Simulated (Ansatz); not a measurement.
# C: the cell at several levels of theory, part 2 of 3

Ansatz 0.2.0, plane waves. The steps go on from the part before.

### Step 3. r2SCAN+rVV10: cell and atoms

Start: the result of step 2.

File input.yaml:

```yaml
crystal:
  lattice:
    - [1.2323497557, 0.7114974632, 6.9769942319]
    - [-1.2323497557, 0.7114974632, 6.9769942319]
    - [0.0, -1.4229949264, 6.9769942319]
  atoms:
    - { symbol: C, position: [0.9189884061, 0.9189884061, 0.9189884061] }
    - { symbol: C, position: [0.2523084587, 0.2523084587, 0.2523084587] }
    - { symbol: C, position: [0.7476915413, 0.7476915413, 0.7476915413] }
    - { symbol: C, position: [0.0810115939, 0.0810115939, 0.0810115939] }
kpoints:
  mp_grid: { grid: [10, 10, 10] }
hamiltonian:
  xc: r2scan
  dispersion: rvv10
scf:
  occupations: { method: fermi_dirac, width: 0.02 }
relax:
  f_tol: 0.005
  cell: {}
```

Started as:

```bash
> ansatz run input.yaml --threads 2 --pin off --max-ram 20275MiB --backend cpu --events-out ev --progress --plain --runs-dir out
```

The program printed:

```text
basis.fft_grid_basis auto: the FFT boxes are laid along the combinations [[1, 0, -1], [0, 1, -1], [0, 0, 1]] of the cell's own vectors, 2.465, 2.465 and 7.121 Å long. The dense box has 24×24×60 points. Along the cell's own vectors, as sized, it would have 60×60×60, 6.25 times as many. Of the 12 symmetry operations that the crystal satisfies within crystal.symmetry.tolerance (time reversal apart; of a slab, those that keep its plane) the dense box along the cell's own vectors carries 12, and the one as laid loses 8 of those. basis.fft_grid_basis: typed keeps the cell's own vectors: state it where this run's energies or levels are differenced outside the engine with another run's, or held beside a run that keeps those vectors.
Engine: ansatz 0.2.0, x86_64-unknown-linux-gnu
Pseudopotentials: kind: paw
Pseudopotential: C, paw, valence charge 4, recommended cutoff 500 eV (meta_gga), C.paw.azcp
Functional definition: r2SCAN+rVV10
  parameter k0 = 0.174
  parameter k1 = 0.065
  parameter a1 = 4.9479
  exchange = r2scan_x(k0 = k0, k1 = k1, a1 = a1)
  correlation = r2scan_c + rvv10(11.95, 0.0093)
Crystal: 4 atoms, lattice volume = 36.705 Å³
Basis set: ecut = 500 eV, 943 PW (Γ), FFT grids on a1−a3, a2−a3, a3, exchange–correlation on 96×96×240 points (64 copies of the dense FFT grid, shifted against one another)
Bands: 12, of which v1, the nominal top of the filled ones, is band 8 counted from 1 (7 counted from 0)
Symmetry: 12 space group operations
Space group: R-3m (ITA 166), of the structure as read, at distance tolerance 3.3e-5 Å
k-points: 116 of 1000
Non-local potential: C, projectors of the file, l = 0: 2, l = 1: 2, l = 2: 1
PAW form: soft (Blöchl's): semilocal exchange-correlation on the pseudo side does not see the compensation charge
rVV10 density: all electrons in the spheres
PAW frozen core: C, regenerated for the run's functional (the file was generated under x = pbe(κ = 0.804, μ = 0.2195149727645171), c = pbe(β = 0.06672455060314922))
PAW one-centre angular grid: C, 302 points (default); XC on 239 of its mesh's 2573 points in the sphere
Initial density: superposition of atomic densities (neutral atoms: chi_scale 0, normalization atom), corrected by the library's trained network
Initial wavefunctions: pseudopotential atomic-orbital guess
Functional: x = r2scan, c = r2scan + rvv10(b = 11.95, C = 0.0093); τ floored in thin density (d = 2e-4 eV/Å³)
SCF iter   1: F=—  HF=-1005.894446 eV  |F-HF|=—  |Δ(HF+E_count)|=         —  Δρ=7.79e-3  dr2=7.25e-3  dr2_τ=7.95e-1  ethr=1.77e-3  ⟨swp⟩=6.2  Hψ=8311  notcnv=0
preconditioner: auto → none  [insulator: Δε(μ)=1.252 eV  Ē_g=16.500 eV  σ=0.020 eV  W_gap=1.00  n_scr=4 (ndim 8)  ℏωp=24.5 eV  f_vac=0.031  D(μ)=0.00/eV (n_scr^D=0)  ε∞_Penn≈3.2]
SCF iter   2: F=—  HF=-1005.968338 eV  |F-HF|=—  |Δ(HF+E_count)|=   7.39e-2  Δρ=4.79e-3  dr2=2.62e-3  dr2_τ=1.35e-4  ethr=4.53e-5  ⟨swp⟩=2.4  Hψ=3762  notcnv=0
SCF iter   3: F=—  HF=-1005.968955 eV  |F-HF|=—  |Δ(HF+E_count)|=   6.18e-4  Δρ=1.39e-3  dr2=2.12e-3  dr2_τ=5.67e-5  ethr=1.64e-5  ⟨swp⟩=2.3  Hψ=2597  notcnv=0
SCF iter   4: F=—  HF=-1005.968370 eV  |F-HF|=—  |Δ(HF+E_count)|=   5.85e-4  Δρ=6.19e-4  dr2=8.11e-5  dr2_τ=6.05e-6  ethr=1.33e-5  ⟨swp⟩=2.1  Hψ=2316  notcnv=0
SCF iter   5: F=—  HF=-1005.968349 eV  |F-HF|=—  |Δ(HF+E_count)|=   2.11e-5  Δρ=3.56e-4  dr2=1.87e-5  dr2_τ=1.82e-6  ethr=5.07e-7  ⟨swp⟩=2.0  Hψ=2305  notcnv=0
SCF iter   6: F=—  HF=-1005.968348 eV  |F-HF|=—  |Δ(HF+E_count)|=   1.57e-6  Δρ=1.24e-4  dr2=2.17e-6  dr2_τ=8.25e-8  ethr=1.17e-7  ⟨swp⟩=2.0  Hψ=2213  notcnv=0
SCF iter   7: F=-1005.968348 eV  HF=-1005.968348 eV  |F-HF|=3.06e-9  |Δ(HF+E_count)|=   1.55e-7  Δρ=2.39e-5  dr2=8.22e-8  dr2_τ=4.08e-9  ethr=6.25e-10  ⟨swp⟩=3.3  Hψ=5986  notcnv=0
SCF 1 converged in 7 iterations: F = -1005.968348 eV  dr2 = 8.22e-8
relax step   1: F+E_penalty+E_count = -1005.96834760 eV  Δ(F+E_penalty+E_count) = +0.000e0 eV  max|allowed force component| = 5.505e-3 eV/Å  Δτ_max = 0.0000 Å  P = -3.267 GPa  Ω = 36.705 Å³  (7 SCF iters, dr2 threshold 1.00e-7 eV, accepted)
Crystal: 4 atoms, lattice volume = 36.281 Å³
rVV10 density: all electrons in the spheres
Initial density: handed on by an earlier stage of this run
Initial wavefunctions: those handed on with the density
iter 1 solved again at ethr=5.55e-5 eV; its pass at ethr=3.10e-3 eV (dr2=8.88e-3 eV) is discarded
SCF iter   1: F=—  HF=-1005.969683 eV  |F-HF|=—  |Δ(HF+E_count)|=         —  Δρ=5.19e-3  dr2=8.43e-3  dr2_τ=8.86e-3  ethr=5.55e-5  ⟨swp⟩=1.3  Hψ=10476  notcnv=0
automatic band count: iteration 1 solves 11 bands in place of 12: the levels show a gap, and the empty bands left out lie too high to hold charge; the band table lists the bands solved (type scf.n_extra_bands for more)
preconditioner: auto → none  [insulator: Δε(μ)=1.251 eV  Ē_g=15.701 eV  σ=0.020 eV  W_gap=1.00  n_scr=4 (ndim 8)  ℏωp=24.7 eV  f_vac=0.029  D(μ)=0.00/eV (n_scr^D=0)  ε∞_Penn≈3.5]
SCF iter   2: F=—  HF=-1005.972679 eV  |F-HF|=—  |Δ(HF+E_count)|=   3.00e-3  Δρ=1.88e-3  dr2=1.48e-3  dr2_τ=3.20e-5  ethr=5.27e-5  ⟨swp⟩=2.6  Hψ=2332  notcnv=0
SCF iter   3: F=—  HF=-1005.972461 eV  |F-HF|=—  |Δ(HF+E_count)|=   2.19e-4  Δρ=1.08e-3  dr2=2.53e-4  dr2_τ=1.09e-5  ethr=9.25e-6  ⟨swp⟩=2.1  Hψ=2137  notcnv=0
SCF iter   4: F=—  HF=-1005.972454 eV  |F-HF|=—  |Δ(HF+E_count)|=   6.67e-6  Δρ=2.24e-4  dr2=6.51e-6  dr2_τ=3.91e-7  ethr=1.58e-6  ⟨swp⟩=2.2  Hψ=1827  notcnv=0
SCF iter   5: F=-1005.972459 eV  HF=-1005.972459 eV  |F-HF|=7.75e-8  |Δ(HF+E_count)|=   4.65e-6  Δρ=3.78e-5  dr2=2.51e-7  dr2_τ=1.73e-8  ethr=2.50e-9  ⟨swp⟩=3.7  Hψ=6285  notcnv=0
SCF 2 converged in 5 iterations: F = -1005.972459 eV  dr2 = 2.51e-7
relax step   2: F+E_penalty+E_count = -1005.97245868 eV  Δ(F+E_penalty+E_count) = -4.111e-3 eV  max|allowed force component| = 1.019e-2 eV/Å  Δτ_max = 0.0136 Å  P = -1.031 GPa  Ω = 36.281 Å³  energy of the carried Pulay correction = +1.474e-4 eV  (5 SCF iters, dr2 threshold 4.00e-7 eV, accepted)
Crystal: 4 atoms, lattice volume = 35.919 Å³
Basis set: ecut = 500 eV, 919 PW (Γ), FFT grids on a1−a3, a2−a3, a3, exchange–correlation on 96×96×240 points (64 copies of the dense FFT grid, shifted against one another)
rVV10 density: all electrons in the spheres
iter 1 solved again at ethr=7.61e-4 eV; its pass at ethr=3.10e-3 eV (dr2=1.22e-1 eV) is discarded
SCF iter   1: F=—  HF=-1005.938490 eV  |F-HF|=—  |Δ(HF+E_count)|=         —  Δρ=2.10e-2  dr2=1.24e-1  dr2_τ=1.46e-1  ethr=7.61e-4  ⟨swp⟩=1.0  Hψ=11511  notcnv=0
automatic band count: iteration 1 solves 11 bands in place of 12: the levels show a gap, and the empty bands left out lie too high to hold charge; the band table lists the bands solved (type scf.n_extra_bands for more)
preconditioner: auto → none  [insulator: Δε(μ)=1.195 eV  Ē_g=15.771 eV  σ=0.020 eV  W_gap=1.00  n_scr=4 (ndim 8)  ℏωp=24.8 eV  f_vac=0.015  D(μ)=0.00/eV (n_scr^D=0)  ε∞_Penn≈3.5]
SCF iter   2: F=—  HF=-1005.974578 eV  |F-HF|=—  |Δ(HF+E_count)|=   3.61e-2  Δρ=7.67e-3  dr2=2.83e-2  dr2_τ=5.19e-4  ethr=7.61e-4  ⟨swp⟩=2.7  Hψ=2520  notcnv=0
SCF iter   3: F=—  HF=-1005.969188 eV  |F-HF|=—  |Δ(HF+E_count)|=   5.39e-3  Δρ=5.12e-3  dr2=3.71e-3  dr2_τ=1.71e-4  ethr=1.77e-4  ⟨swp⟩=2.5  Hψ=2171  notcnv=0
SCF iter   4: F=—  HF=-1005.969547 eV  |F-HF|=—  |Δ(HF+E_count)|=   3.60e-4  Δρ=1.54e-3  dr2=2.83e-4  dr2_τ=1.07e-5  ethr=2.32e-5  ⟨swp⟩=2.9  Hψ=2205  notcnv=0
SCF iter   5: F=—  HF=-1005.969623 eV  |F-HF|=—  |Δ(HF+E_count)|=   7.61e-5  Δρ=2.58e-4  dr2=5.70e-6  dr2_τ=3.65e-7  ethr=1.77e-6  ⟨swp⟩=2.5  Hψ=2105  notcnv=0
SCF iter   6: F=-1005.969629 eV  HF=-1005.969629 eV  |F-HF|=1.42e-7  |Δ(HF+E_count)|=   6.14e-6  Δρ=3.63e-5  dr2=3.07e-7  dr2_τ=4.37e-8  ethr=2.50e-9  ⟨swp⟩=3.9  Hψ=6208  notcnv=0
SCF 3 converged in 6 iterations: F = -1005.969629 eV  dr2 = 3.07e-7
relax step   3: F+E_penalty+E_count = -1005.96962932 eV  Δ(F+E_penalty+E_count) = +2.829e-3 eV  max|allowed force component| = 3.745e-2 eV/Å  Δτ_max = 0.0593 Å  P = +1.016 GPa  Ω = 35.919 Å³  energy of the carried Pulay correction = +2.746e-4 eV  (6 SCF iters, dr2 threshold 4.00e-7 eV, rejected (line search))
Crystal: 4 atoms, lattice volume = 36.089 Å³
rVV10 density: all electrons in the spheres
iter 1 solved again at ethr=5.27e-4 eV; its pass at ethr=3.10e-3 eV (dr2=8.43e-2 eV) is discarded
SCF iter   1: F=—  HF=-1005.939767 eV  |F-HF|=—  |Δ(HF+E_count)|=         —  Δρ=1.72e-2  dr2=8.57e-2  dr2_τ=9.81e-2  ethr=5.27e-4  ⟨swp⟩=1.0  Hψ=11581  notcnv=0
automatic band count: iteration 1 solves 11 bands in place of 12: the levels show a gap, and the empty bands left out lie too high to hold charge; the band table lists the bands solved (type scf.n_extra_bands for more)
preconditioner: auto → none  [insulator: Δε(μ)=1.232 eV  Ē_g=15.686 eV  σ=0.020 eV  W_gap=1.00  n_scr=4 (ndim 8)  ℏωp=24.7 eV  f_vac=0.036  D(μ)=0.00/eV (n_scr^D=0)  ε∞_Penn≈3.5]
SCF iter   2: F=—  HF=-1005.977154 eV  |F-HF|=—  |Δ(HF+E_count)|=   3.74e-2  Δρ=6.35e-3  dr2=2.16e-2  dr2_τ=3.25e-4  ethr=5.27e-4  ⟨swp⟩=2.3  Hψ=2210  notcnv=0
SCF iter   3: F=—  HF=-1005.972846 eV  |F-HF|=—  |Δ(HF+E_count)|=   4.31e-3  Δρ=4.36e-3  dr2=2.65e-3  dr2_τ=1.16e-4  ethr=1.35e-4  ⟨swp⟩=2.5  Hψ=2173  notcnv=0
SCF iter   4: F=—  HF=-1005.973139 eV  |F-HF|=—  |Δ(HF+E_count)|=   2.93e-4  Δρ=1.03e-3  dr2=1.19e-4  dr2_τ=5.06e-6  ethr=1.66e-5  ⟨swp⟩=2.7  Hψ=2144  notcnv=0
SCF iter   5: F=—  HF=-1005.973192 eV  |F-HF|=—  |Δ(HF+E_count)|=   5.29e-5  Δρ=1.37e-4  dr2=2.41e-6  dr2_τ=2.35e-7  ethr=7.43e-7  ⟨swp⟩=2.7  Hψ=2101  notcnv=0
SCF iter   6: F=—  HF=-1005.973193 eV  |F-HF|=—  |Δ(HF+E_count)|=   1.73e-6  Δρ=2.36e-5  dr2=1.26e-7  dr2_τ=3.43e-8  ethr=1.51e-8  ⟨swp⟩=2.1  Hψ=2142  notcnv=0
SCF iter   7: F=—  HF=-1005.973193 eV  |F-HF|=—  |Δ(HF+E_count)|=   1.35e-7  Δρ=6.95e-6  dr2=1.06e-8  dr2_τ=1.80e-9  ethr=7.90e-10  ⟨swp⟩=2.0  Hψ=2155  notcnv=0
SCF iter   8: F=—  HF=-1005.973193 eV  |F-HF|=—  |Δ(HF+E_count)|=   2.42e-9  Δρ=9.61e-7  dr2=1.44e-10  dr2_τ=1.32e-11  ethr=6.60e-11  ⟨swp⟩=2.0  Hψ=2170  notcnv=0
SCF iter   9: F=-1005.973193 eV  HF=-1005.973193 eV  |F-HF|=3.18e-12  |Δ(HF+E_count)|=  1.69e-10  Δρ=1.52e-7  dr2=6.66e-12  dr2_τ=9.65e-13  ethr=1.00e-12  ⟨swp⟩=5.0  Hψ=5211  notcnv=0
SCF 4 converged in 9 iterations: F = -1005.973193 eV  dr2 = 6.66e-12
relax step   4: F+E_penalty+E_count = -1005.97319335 eV  Δ(F+E_penalty+E_count) = -7.347e-4 eV  max|allowed force component| = 2.066e-3 eV/Å  Δτ_max = 0.0108 Å  P = -0.002 GPa  Ω = 36.089 Å³  energy of the carried Pulay correction = +2.147e-4 eV  (9 SCF iters, accepted)
rVV10 density: all electrons in the spheres
Initial wavefunctions: pseudopotential atomic-orbital guess (no wavefunctions were taken with the density)
iter 1 solved again at ethr=1.40e-7 eV; its pass at ethr=3.10e-3 eV (dr2=2.24e-5 eV) is discarded
SCF iter   1: F=—  HF=-1005.973006 eV  |F-HF|=—  |Δ(HF+E_count)|=         —  Δρ=2.85e-5  dr2=2.54e-8  dr2_τ=5.89e-8  ethr=1.40e-7  ⟨swp⟩=4.1  Hψ=12535  notcnv=0
preconditioner: auto → none  [insulator: Δε(μ)=1.234 eV  Ē_g=16.635 eV  σ=0.020 eV  W_gap=1.00  n_scr=4 (ndim 8)  ℏωp=24.7 eV  f_vac=0.026  D(μ)=0.00/eV (n_scr^D=0)  ε∞_Penn≈3.2]
SCF iter   2: F=—  HF=-1005.973006 eV  |F-HF|=—  |Δ(HF+E_count)|=   1.48e-7  Δρ=1.45e-5  dr2=6.40e-9  dr2_τ=6.64e-9  ethr=1.59e-10  ⟨swp⟩=2.5  Hψ=2412  notcnv=0
SCF iter   3: F=—  HF=-1005.973006 eV  |F-HF|=—  |Δ(HF+E_count)|=   3.47e-8  Δρ=4.68e-7  dr2=5.17e-11  dr2_τ=5.95e-12  ethr=4.00e-11  ⟨swp⟩=2.0  Hψ=2319  notcnv=0
SCF iter   4: F=—  HF=-1005.973006 eV  |F-HF|=—  |Δ(HF+E_count)|=  3.33e-11  Δρ=2.44e-7  dr2=4.79e-11  dr2_τ=2.20e-12  ethr=1.00e-12  ⟨swp⟩=5.0  Hψ=5271  notcnv=0
SCF iter   5: F=-1005.973006 eV  HF=-1005.973006 eV  |F-HF|=0.00e0  |Δ(HF+E_count)|=  1.34e-11  Δρ=4.99e-8  dr2=6.04e-13  dr2_τ=7.91e-14  ethr=1.00e-12  ⟨swp⟩=3.3  Hψ=5409  notcnv=0
SCF 5 converged in 5 iterations: F = -1005.973006 eV  dr2 = 6.04e-13
relax step   5: F+E_penalty+E_count = -1005.97300614 eV  Δ(F+E_penalty+E_count) = +1.872e-4 eV  max|allowed force component| = 2.068e-3 eV/Å  Δτ_max = 0.0000 Å  P = +0.003 GPa  Ω = 36.089 Å³  stress off target by 3.49e-2 GPa  SCF on the basis re-selected at this cell (its energy is not comparable with the rows above)  (5 SCF iters)
basis re-selected at this cell: Δ(F+E_penalty+E_count) = +1.872e-4 eV, ΔP = +0.005 GPa vs the last step (what re-selecting the basis moved, of the pressure what is left beyond the Pulay correction that the steps carried, after the strain that the cell walked since its last selection, with what the two solves' SCF thresholds leave and, on support functions, any second-order correction that the steps lacked; it is no measure of the basis error at this ecutwfc). This SCF's stress stands 3.49e-2 GPa from its target on what of the cell is left free (relax.cell.stress_tol is 5.00e-2 GPa) and its largest allowed force component is 2.07e-3 eV/Å (relax.f_tol is 5.00e-3 eV/Å): within both
SCF converged after 5 iterations
Free energy (F): -1005.973006 eV
Harris-Foulkes:  -1005.973006 eV  (|F-HF|=0.00e0)
Internal energy: -1005.973006 eV  (E = F + TS)
E sigma→0 (E₀):  -1005.973006 eV
Fermi energy:    6.776453 eV
--- Per-component energies (eV) ---
  E_band       = -49.049939
  E_kinetic    = 363.431137
  E_local      = -645.354764  (includes V_loc(G=0)·N_el)
  E_nonlocal   = 107.779934
  E_hartree    = 199.417528
  E_xc         = -188.190813
  E_vxc        = -261.349406  (∫ρ·V_xc dr)
  E_paw        = -403.510443  (= ΣΔE_a)
  E_vpaw       = -27.009543  (= ΣTr[D̂ρ^β])
  E_aug_tail   = 0.000015  (compensation charges beyond the density's cutoff)
  E_vtau       = 14.617639  (kinetic-family band-sum trace: ∫τ·v_τ [+ j·A + Jᵃ·Aᵃ] dr)
  E_ewald      = -439.446506
  E_core_change = -0.099095  (= ΣΔE_core)
  E_smearing   = -0.000000  (= −TS)
  E_closure    = 0.000000  (closes the sum)
  Σ components = -1005.973006   (vs F -1005.973006, Δ=0.00e0)
--- Forces (eV/Å), atoms counted from 1 ---
  atom   1  C     -0.00000000     0.00000000    -0.00052650
  atom   2  C      0.00000000     0.00000000    -0.00206778
  atom   3  C     -0.00000000    -0.00000000     0.00206778
  atom   4  C      0.00000000     0.00000000     0.00052650
  max |Σ_I F_I| component: 2.17e-19 eV/Å
--- Stress (GPa, compression-positive) ---
        0.022129      -0.000000      -0.000000
       -0.000000       0.022129       0.000000
       -0.000000       0.000000      -0.034943
  P = ⅓ Tr σ = 0.0031 GPa (0.031 kbar)
--- Relaxed structure (4 steps of the walk, 3 accepted, 1 SCFs on fresh bases) ---
  F+E_penalty+E_count = -1005.97300614 eV   max|allowed force component| = 2.068e-3 eV/Å   (the final SCF, on the basis selected at the relaxed cell)
  cell:  # Å, volume = 36.0892 Å³
    - [1.227504999885177, 0.7087003421153184, 6.914168885990127]
    - [-1.227504999885177, 0.7087003421153184, 6.914168885990127]
    - [3.6442348001881003e-34, -1.4174006842306368, 6.914168885990127]
  atoms:
    - { symbol: C, position: [0.9191129525537272, 0.9191129525537272, 0.9191129525537272] }
    - { symbol: C, position: [0.2524458463494311, 0.2524458463494311, 0.2524458463494311] }
    - { symbol: C, position: [0.7475541536505689, 0.7475541536505689, 0.7475541536505689] }
    - { symbol: C, position: [0.08088704744627269, 0.08088704744627269, 0.08088704744627269] }
```

Run time: 21 s. Hardware: 2 threads of AMD EPYC 7R13 (Zen 3), shared host; peak memory 0.56 GiB.

The path of the relaxation:

```tsv
step	energy change (meV/atom)	largest force (eV/Å)	pressure (GPa)	volume (Å³/atom)
1	0.0	0.0055	-3.27	9.176
2	-1.0	0.0102	-1.03	9.070
3*	-0.3	0.0374	1.02	8.980
4	-1.2	0.0021	0.00	9.022
5	-1.2	0.0021	0.00	9.022
```

A star marks a trial step that the optimiser took back.

The table lists every geometry solved, with passes on a fresh basis, whose energies don't compare exactly with the rows above.

```
                       before   after   change
                a (Å)   2.465   2.455  -0.39 %
                c (Å)  20.931  20.743  -0.90 %
     volume (Å³/atom)   9.176   9.022  -1.68 %
shortest distance (Å)   1.423   1.417  -0.39 %
          space group    R-3m    R-3m     same
```

[end of part 2 of 3]
